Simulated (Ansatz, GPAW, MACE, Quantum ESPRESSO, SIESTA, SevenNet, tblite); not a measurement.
# Generalised stacking fault on (110) of a LiCl-LiBr solid solution (56 atoms) in Quantum ESPRESSO, part 2 of 2

How do the settings of Quantum ESPRESSO change the result for generalised stacking fault on (110) of a LiCl-LiBr solid solution (56 atoms)? A plane-wave run serves as the yardstick.

Program: Quantum ESPRESSO 7.5; the method stands at each step. Banners, paths, timers and routine set-up lines are dropped from the logs unmarked, and long logs keep their key lines alone; longer cuts are marked.

So far. Step 3 (PBE, dojo-0.4.1-standard, 80/320 Ry): Against the first run (0.49 %), the force difference from the reference is 0.26 %, at 1.1 times the CPU time (on 4 against 2 cores). Step 3 (PBE, dojo-0.4.1-standard, 80/320 Ry): The run ends at a pressure of -0.11 GPa, with forces up to 0.67 eV/Å.

**4. PBE, sssp-1.3.0-efficiency, 45/360 Ry, rmm-davidson**

Method: Kohn-Sham DFT, PBE, SSSP efficiency 1.3.0 pseudopotentials, plane waves.

The pseudopotential files are exchanged too: ./pseudo now holds the set sssp-pbe-1.3.0-efficiency.

The input, pw.in:

```
&control
  calculation = 'scf'
  pseudo_dir = './pseudo'
  outdir = './tmp'
  disk_io = 'none'
  tprnfor = .true.
  tstress = .true.
/
&system
  ibrav = 0
  nat = 56
  ntyp = 3
  ecutwfc = 45
  ecutrho = 360
  nosym = .true.
  occupations = 'smearing'
  smearing = 'fd'
  degauss = 0.003675
/
&electrons
  conv_thr = 2.8e-07
  electron_maxstep = 100
  mixing_beta = 0.2
  mixing_mode = 'local-TF'
  diagonalization = 'rmm-davidson'
/
ATOMIC_SPECIES
Li 6.940 Li.upf
Br 79.904 Br.upf
Cl 35.450 Cl.upf
CELL_PARAMETERS angstrom
7.44767 0.00000 0.00000
0.00000 5.26630 0.00000
0.62061 0.00000 26.26686
ATOMIC_POSITIONS crystal
[... 56 atom lines left out: the same atoms as in the first run ...]
K_POINTS gamma
```

Run with:

```bash
> OMP_NUM_THREADS=1 mpirun -np 4 pw.x -in pw.in > output.txt
```

The program printed:

```text
[banner, memory and clock lines left out]
Program PWSCF
     gamma-point specific algorithms are used
     one sub-group per band group will be used
     bravais-lattice index     =            0
[... lines left out ...]
     number of k points=     1  Fermi-Dirac smearing, width (Ry)=  0.0037
[... lines left out ...]
     total energy              =   -1480.24464587 Ry
[... lines left out ...]
     total energy              =   -1480.00640564 Ry
[... lines left out ...]
     total energy              =   -1480.04539861 Ry
[... lines left out ...]
     total energy              =   -1480.04322819 Ry
[... lines left out ...]
     total energy              =   -1480.04322820 Ry
[... lines left out ...]
     the Fermi energy is     3.5876 ev
!    total energy              =   -1480.04322809 Ry
[... lines left out ...]
     internal energy E=F+TS    =   -1480.04322809 Ry
     The total energy is F=E-TS. E is the sum of the following terms:
     one-electron contribution =    -289.15767517 Ry
     hartree contribution      =     210.13460682 Ry
     xc contribution           =    -529.04521848 Ry
     ewald contribution        =    -871.97494125 Ry
     convergence has been achieved in  24 iterations
     negative rho (up, down):  2.610E-01 0.000E+00
     Forces acting on atoms (cartesian axes, Ry/au):
     atom    1 type  1   force =     0.00896049   -0.00015663   -0.02394069
     atom    2 type  2   force =    -0.00783617   -0.00407793    0.00836522
     atom    3 type  1   force =     0.00011477    0.00061371    0.00671926
[...]
atom   55 type  1   force =     0.00858008   -0.00082824   -0.00057847
     atom   56 type  2   force =     0.01099506    0.00531147   -0.01003456
     Total force =     0.066561     Total SCF correction =     0.001108
     Computing stress (Cartesian axis) and pressure
     negative rho (up, down):  2.610E-01 0.000E+00
          total   stress  (Ry/bohr**3)                   (kbar)     P=       -1.28
   0.00021348   0.00000096  -0.00001770           31.40        0.14       -2.60
   0.00000096  -0.00020323   0.00000039            0.14      -29.90        0.06
  -0.00001770   0.00000039  -0.00003638           -2.60        0.06       -5.35
     Message from routine punch:
     Nothing written, as per user request (disk_io='none')
```

The job ended after 1.9 min (4 MPI ranks of Arm Neoverse V1, shared host; peak memory 2.3 GiB; 7.7 min of CPU time).

Against the reference:

```yaml
r_m_s_force_component: 0.132 eV/Å
r_m_s_difference_of_force_components: 0.738 meV/Å
longest_difference_of_force_vectors: 2.801 meV/Å
force_difference_over_r_m_s_force: 0.5608 %
slope_of_forces_against_the_reference_s: 1.004
correlation_of_force_components: 1
spacing_of_highest_filled_and_lowest_empty_level: 5.405 eV
gap_difference: -0.0021 eV
pressure: -0.1283 GPa
pressure_difference: -0.0165 GPa
energy_less_the_same_level_run_s: 0 meV/atom
r_m_s_force_difference_from_the_same_level_run: 0.292 meV/Å
```

Against the first run (0.49 %), the force difference from the reference is 0.56 %, at 1.0 times the CPU time (on 4 against 2 cores): another solver or mixer reaches the same state.

The run ends at a pressure of -0.13 GPa, with forces up to 0.67 eV/Å.

**5. Side by side**

Differences are against the plane-wave reference, forces as r.m.s. over components; share is that over the reference's r.m.s. force, slope the least-squares factor from reference forces to these. Total energies of different programs have different zeros and aren't compared.

| run | Δ force, r.m.s. (meV/Å) | share (%) | slope | Δ pressure (GPa) | Δ gap (eV) | cores | CPU time | memory (GiB) |
| --- | --- | --- | --- | --- | --- | --- | --- | --- |
| reference | - | - | - | - | - | 4 | 26 s | 0.95 |
| QE PBE, sssp-1.3.0-efficiency, 45/360 Ry | 0.643 | 0.489 | 1.003 | -0.0205 | -0.001 | 2 | 7.4 min | 1.9 |
| QE PBE, dojo-0.4.1-standard, 80/320 Ry | 0.339 | 0.258 | 1.001 | -0.0015 | -0.0011 | 4 | 8.3 min | 1.6 |
| QE PBE, sssp-1.3.0-efficiency, 45/360 Ry, rmm-davidson | 0.738 | 0.561 | 1.004 | -0.0165 | -0.0021 | 4 | 7.7 min | 2.3 |

CPU time is summed over cores on a shared host, where runs went side by side, so it is rough. Symmetry, cutoffs, thresholds, outputs and thread counts weren't matched or tuned between programs; memory under MPI is the largest rank's times the ranks.

Within one program, basis, potentials and functional, energies share a zero. Each run against its twin at the usual cutoff or grid and solver:

| run | twin | Δ energy (meV/atom) | Δ force, r.m.s. (meV/Å) | CPU time over the twin's |
| --- | --- | --- | --- | --- |
| QE PBE, sssp-1.3.0-efficiency, 45/360 Ry, rmm-davidson | sssp-1.3.0-efficiency, 45/360 Ry | 0 | 0.292 | 1.0 (this twin ran on 2 cores) |

**6. Outcome**

```json
{
 "nearest in forces": "QE PBE, dojo-0.4.1-standard, 80/320 Ry, 0.26 %",
 "its CPU time": "8.3 min"
}
```

**Reading.** PBE on plane waves or a grid with other potentials, cutoffs or grids differs from the reference by 0.26 % (QE PBE, dojo-0.4.1-standard, 80/320 Ry) to 0.56 % (QE PBE, sssp-1.3.0-efficiency, 45/360 Ry, rmm-davidson) of the r.m.s. force; this holds the reference's own error, so differences of a few per cent don't tell which side is nearer the exact PBE result (QE's 45 Ry are 612 eV, against the reference's 420 eV). None of the electronic-structure runs in the table takes under half the reference's CPU time of 26 s; they take 17 to 19 times as much. PBE gaps agree with the reference's 5.41 eV within 0.003 eV. These are spacings on the run's k-points, which needn't hold the band edges. The cell is under 6 Å thick along one periodic direction, so every atom has periodic images of itself close by, which move with it and show among its neighbours and in g(r). The reference's stress is far from hydrostatic: its diagonal is 3.2, -3.0, -0.5 GPa, compression counted positive. The host structure and its lattice constant were typed by rule, without a check against the phase diagram. The electronic-structure runs sample only Γ, in a cell whose shortest periodic width is 5 Å.

[Also dropped from logs without a mark: logging warnings of Python, and SIESTA's first energy breakdown and zero terms.]

[Logs are printed without paths, hosts, clocks, repeated set-up lines and the standing remarks that a program may print on its own settings, such as how far it seeks lower states.]

[Hosts, paths, dates, database ids (printed as entryN), source tags and the programs' standing remarks are cut or masked in the printed files.]
